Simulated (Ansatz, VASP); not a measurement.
## One calculation of Zr, two programs

The input INCAR:

```
  PREC = Accurate
  ENCUT = 600
  EDIFF = 1E-6
  ISMEAR = -1
  SIGMA = 0.1
  LREAL = False
  LASPH = True
  NELM = 80
  ALGO = Normal
  ISIF = 3
  LWAVE = False
  LCHARG = False
  GGA = B5
  ALDAX = 1.0
  AGGAX = 1.0
  AGGAC = 1.0
  ALDAC = 0.0
  IBRION = 2
  NSW = 80
  EDIFFG = -0.01
```

KPOINTS

```
regular mesh
0
Gamma
  11 11 11
```

POSCAR

```
Zr
1.0
    2.9295905682      0.0000000000      0.0000000000
    0.0000000000      2.9295905682      0.0000000000
    0.0000000000      0.0000000000      2.9295905682
Zr
1
Direct
    0.0000000000      0.0000000000      0.0000000000
```

Input for Ansatz:

```yaml
crystal:
  lattice:
    - [2.9295905682, 0.0, 0.0]
    - [0.0, 2.9295905682, 0.0]
    - [0.0, 0.0, 2.9295905682]
  atoms:
    - { symbol: Zr, position: [0.0, 0.0, 0.0] }
hamiltonian:
  xc: blyp
  pseudopotentials:
    kind: paw
    azcp:
      Zr: "pseudopotentials/Zr.paw.azcp"
basis:
  ecutwfc: 420
  fft_grid_basis: typed
kpoints:
  mp_grid: { grid: [11, 11, 11], shift: [0, 0, 0] }
magnetization:
  spin_polarized: false
scf:
  occupations: { method: fermi_dirac, width: 0.1 }
relax:
  max_steps: 60
  f_tol: 0.01
  cell: {}
```

The cell was built by a generator and needn't be a form met in nature.

Alike in both runs: task relaxation of cell and atoms; functional BLYP; k mesh 11 × 11 × 11; occupations fermi-dirac, width 0.1 eV; no spin polarisation.

|  | VASP | Ansatz |
| --- | --- | --- |
| version | VASP 6.6.1 | Ansatz 0.2.0 |
| potentials or method | VASP PAW PBE potentials, release 64 (Zr_sv) | plane waves (420 eV) with PAW, scalar-relativistic |
| plane-wave cutoff (eV) | 600 | 420 |
| valence electrons in the cell | 12 | 12 |

|  | VASP | Ansatz | Ansatz less VASP |
| --- | --- | --- | --- |
| relaxed volume (Å³/atom) | 26.03 | 26.00 | -0.025 |
| relaxed cell length with the largest relative difference (Å) | 2.964 | 2.963 | -0.0010 |
| energy change over the relaxation (meV/atom) | -6 | -6 | +0.4 |

Caveats: the PAW data sets were made with another functional, which shifts forces and pressure a little (VASP).
